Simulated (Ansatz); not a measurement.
## Stability checks on a candidate for BeH2

The structure comes from a generated guess, relaxed at this level; another structure or a mixture of phases may lie lower.

Computed with DFT PBE, scalar-relativistic, plane waves, PAW (Ansatz 0.2.0). Plane waves to 420 eV, a 6×4×4 mesh through Γ for the 18-atom cell and 0.02 eV Gaussian smearing; no spin polarisation.

```
CELL_PARAMETERS angstrom
4.51353 0.00000 0.00000
0.00000 6.33811 0.00000
0.00000 0.00000 7.01006
ATOMIC_POSITIONS crystal
Be 0.75000 0.28558 0.10011
Be 0.25000 0.71442 0.89989
Be 0.25000 0.28558 0.89989
Be 0.75000 0.71442 0.10011
Be 0.25000 0.00000 0.61953
Be 0.75000 0.00000 0.38047
H 0.00000 0.20758 0.00000
H 0.50000 0.20758 0.00000
H 0.75000 0.50000 0.15513
H 0.75000 0.19798 0.28638
H 0.25000 0.50000 0.84487
H 0.50000 0.79242 0.00000
H 0.00000 0.79242 0.00000
H 0.25000 0.80202 0.71362
H 0.25000 0.19798 0.71362
H 0.75000 0.80202 0.28638
H 0.50000 0.00000 0.50000
H 0.00000 0.00000 0.50000
```

Energies over the elements count from the elements' standard structures at the same level (H₂ as a molecule), with no fitted energy shifts.

Task: These tests were run: energy against the elements; phonons on a 2×1×1 q mesh. What do they show?

Result:

```tsv
test	result
energy against the elements	−0.020 eV/atom
phonons on a 2×1×1 q mesh	imaginary modes down to 370i cm⁻¹
```

It fails one test: phonons on a 2×1×1 q mesh. So it isn't even a local minimum. Undecided within the accuracy: energy against the elements.

With hydrogen, zero-point motion can shift formation energies by some tens of meV/atom. The run for the phonons used a 6×4×4 k mesh.
